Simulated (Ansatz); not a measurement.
An Ansatz input and the part of its output that reports the observables at the nuclei.

The start is a structure deposited in the COD.

```yaml
crystal:
  lattice:
    - [5.083, 0.0, 0.0]
    - [0.0, 5.083, 0.0]
    - [0.0, 0.0, 5.083]
  atoms:
    - { symbol: W, position: [0.0, 0.0, 0.0] }
    - { symbol: W, position: [0.5, 0.5, 0.5] }
    - { symbol: W, position: [0.0, 0.5, 0.25] }
    - { symbol: W, position: [0.0, 0.5, 0.75] }
    - { symbol: W, position: [0.25, 0.0, 0.5] }
    - { symbol: W, position: [0.75, 0.0, 0.5] }
    - { symbol: W, position: [0.5, 0.75, 0.0] }
    - { symbol: W, position: [0.5, 0.25, 0.0] }
kpoints:
  mp_grid: { grid: [9, 9, 9] }
scf:
  occupations: { method: fermi_dirac, width: 0.05 }
hamiltonian:
  xc: pbe
  pseudopotentials: { kind: paw }
output:
  forces: true
  stress: true
  populations: true
  efg: { contact_densities: true }
relax:
  f_tol: 0.02
  max_steps: 60
```

```sh
ansatz run input.yaml --threads 1 --pin off --max-ram 3072MiB --backend cpu --events-out ev --progress --plain --runs-dir out
```

The run relaxes the ions first, and the block belongs to the relaxed positions.

Of the output, the block on the nuclei alone is shown; the set-up, the SCF iterations, energies, forces and stress are cut.

```
--- PAW observables at the nuclei: V_zz in 10²¹ V/m², potentials from the cell's mean, atoms counted from 1 ---
  atom   1  W  V_zz =    +0.000000   η = 0.0000   by run symmetry: forbidden
            electrostatic potential = -14820.636785 V   contact ρ = 8822113.421560 e/Å³
  atom   2  W  V_zz =    -0.000000   η = 0.0000   by run symmetry: forbidden
            electrostatic potential = -14820.636785 V   contact ρ = 8822113.421560 e/Å³
  atom   3  W  V_zz =    -6.321729   η = 0.0000   by run symmetry: allowed
            electrostatic potential = -14820.269111 V   contact ρ = 8822107.510185 e/Å³
  atom   4  W  V_zz =    -6.321729   η = 0.0000   by run symmetry: allowed
            electrostatic potential = -14820.269111 V   contact ρ = 8822107.510185 e/Å³
  atom   5  W  V_zz =    -6.321729   η = 0.0000   by run symmetry: allowed
            electrostatic potential = -14820.269111 V   contact ρ = 8822107.510185 e/Å³
  atom   6  W  V_zz =    -6.321729   η = 0.0000   by run symmetry: allowed
            electrostatic potential = -14820.269111 V   contact ρ = 8822107.510185 e/Å³
  atom   7  W  V_zz =    -6.321729   η = 0.0000   by run symmetry: allowed
            electrostatic potential = -14820.269111 V   contact ρ = 8822107.510185 e/Å³
  atom   8  W  V_zz =    -6.321729   η = 0.0000   by run symmetry: allowed
            electrostatic potential = -14820.269111 V   contact ρ = 8822107.510185 e/Å³
```

The relaxation (1 step) took 17 s of wall time (17 s of CPU time) and 0.58 GiB at its peak, on 1 thread of Intel Xeon 6975P-C (Granite Rapids) (x86_64; 16 cores open to the job, memory cap 3.0 GiB, no GPU), a shared host with a load of 0.7 a core.

With no gap above 0.1 eV, as in a metal, the gradients converge slowly in k; expect changes of a tenth or more on a denser mesh. Without spin–orbit coupling the gradients at and beside W can be off by some per cent, at some sites by more.
